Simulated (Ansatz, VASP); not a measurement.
**One calculation of Ge, two programs**

Contents of INCAR:

```
PREC     = Accurate       # precision mode
ENCUT    = 520            # plane-wave cutoff, eV
EDIFF    = 1E-6           # SCF threshold, eV
ISMEAR   = 0              # smearing method
SIGMA    = 0.1            # smearing width, eV
LREAL    = F              # projectors in reciprocal space
LASPH    = T              # aspherical terms in the spheres
NELM     = 80             # most SCF steps
ALGO     = Normal         # electronic algorithm
ISIF     = 2              # what is computed and relaxed
LWAVE    = F              # write WAVECAR
LCHARG   = F              # write CHGCAR
GGA      = PS             # functional
NBANDS   = 21             # bands
```

File KPOINTS:

```
regular mesh
0
Gamma
  3 3 2
```

POSCAR

```
Ge
1.0
    2.9911060000      0.0000000000      0.0000000000
   -1.5105156329      2.5816772893      0.0000000000
    0.0000000000      0.0000000000      4.7275960000
Ge
2
Direct
    0.6665500000      0.3334500000      0.2500000000
    0.3334500000      0.6665500000      0.7500000000
```

Input for Ansatz:

```yaml
crystal:
  lattice:
    a: 2.991106
    b: 2.991106
    c: 4.727596
    alpha: 90.0
    beta: 90.0
    gamma: 120.33151
  atoms:
    - { symbol: Ge, position: [0.66655, 0.33345, 0.25] }
    - { symbol: Ge, position: [0.33345, 0.66655, 0.75] }
basis:
  ecutwfc: 571.4391111657479
kpoints:
  mp_grid:
    grid: [3, 3, 2]
hamiltonian:
  xc: pbesol
  pseudopotentials:
    kind: paw
scf:
  occupations:
    method: gaussian
    width: 0.1
output:
  forces: true
  stress: true
```

This isn't the form of Ge at room conditions, which is diamond.

Alike in both runs: task single point; functional PBEsol; k mesh 3 × 3 × 2; occupations gaussian, width 0.1 eV; no spin polarisation.

|  | VASP | Ansatz |
| --- | --- | --- |
| version | VASP 6.6.1 | Ansatz 0.2.0 |
| potentials or method | VASP PAW PBE potentials, release 64 (Ge_d) | plane waves, PAW |
| plane-wave cutoff (eV) | 520 | 571 |
| valence electrons in the cell | 28 | 28 |

```csv
,VASP,Ansatz,Ansatz less VASP
pressure (GPa),-4.8,-4.8,0.00
largest component of the traceless stress (GPa),20.25,20.23,-0.021
rms of the force components (eV/Å),0.021,0.021,+0.0002
```

Atom by atom the forces differ by 0.000 eV/Å (rms over components).

Caveats: the k mesh is coarse (spacing up to 0.81 Å⁻¹), so the values aren't converged; the PAW data sets were made with another functional, which shifts forces and pressure a little (VASP).
